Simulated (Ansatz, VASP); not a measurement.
## Ge: VASP beside Ansatz

```
Ge
1.0
     5.20214    0.00000    0.00000
    -2.60107    4.50518    0.00000
     0.00000    0.00000    2.98495
Ge
3
Direct
  0.00000 0.00000 0.00000
  0.33333 0.66667 0.50000
  0.66667 0.33333 0.50000
```

Alike in both runs: task single point; functional BLYP; k mesh 8 × 8 × 12; occupations fermi-dirac, width 0.1 eV; no spin polarisation.

```csv
,VASP,Ansatz
version,VASP 6.6.1,Ansatz 0.2.0
potentials or method,"VASP PAW PBE potentials, release 64 (Ge_d)","plane waves (420 eV) with PAW, scalar-relativistic"
plane-wave cutoff (eV),520,420
valence electrons in the cell,42,42
```

Ansatz gave:

```
pressure (GPa) : -3.1
```

Question: Estimate VASP's values.

Answer: Pressure (GPa): -3.5.

The functional is the same, so the differences come from potentials, cutoffs and numerics.

Caveats: the PAW data sets were made with another functional, which shifts forces and pressure a little (VASP).
